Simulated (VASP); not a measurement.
Input of a VASP 6.6.1 run:

File INCAR:

```
PREC = Accurate ; ENCUT = 600
EDIFF = 1E-6 ; ISMEAR = 0
SIGMA = 0.03 ; LREAL = False
LASPH = True ; NELM = 80
ALGO = Normal ; ISIF = 3
LWAVE = False ; LCHARG = False
GGA = PS ; IBRION = 2
NSW = 90 ; EDIFFG = -0.01
KPAR = 2
```

The input KPOINTS:

```
regular mesh
0
Gamma
  8 8 8
```

The input POSCAR:

```
ZnGeP2
1.0
   -2.7300000000      2.7300000000      5.3800000000
    2.7300000000     -2.7300000000      5.3800000000
    2.7300000000      2.7300000000     -5.3800000000
Zn Ge P
2 2 4
Direct
    0.0000000000      0.0000000000      0.0000000000
    0.7500000000      0.2500000000      0.5000000000
    0.5000000000      0.5000000000      0.0000000000
    0.2500000000      0.7500000000      0.5000000000
    0.3750000000      0.3890000000      0.5140000000
    0.6110000000      0.1250000000      0.9860000000
    0.8750000000      0.8610000000      0.4860000000
    0.1390000000      0.6250000000      0.0140000000
```

Potentials or basis: VASP PAW PBE potentials, release 64 (Zn, Ge_d, P).

The run is started by

```bash
$ cat potpaw_PBE.64/Zn/POTCAR potpaw_PBE.64/Ge_d/POTCAR potpaw_PBE.64/P/POTCAR > POTCAR
$ mpirun -np 2 vasp_std > vasp.out
```

Task: Estimate the relaxed cell.

Result: a = 6.588 Å, b = 6.588 Å, c = 6.588 Å, α = 131.35°, β = 131.35°, γ = 71.25°.

Task: What does it give for the space group after relaxing (to 0.05 Å)?

Result: I-42d (No. 122).

Task: What does it give for the band gap on the k mesh?

Result: 1.14 eV, indirect (least direct gap 1.25 eV).

Task: What does it give for the relaxed volume?

Result: 19.71 Å³/atom.

Forces in eV/Å, atoms in the order of the input:
```
Zn   0.000  0.000  0.000
Zn   0.000  0.000  0.000
Ge   0.000  0.000  0.000
Ge   0.000  0.000  0.000
P   -0.003  0.000  0.000
P    0.000  0.003  0.000
P    0.003  0.000  0.000
P    0.000 -0.003  0.000
```

Caveat: the PAW data sets were made with another functional, which shifts forces and pressure a little. A k mesh can miss the band edges.
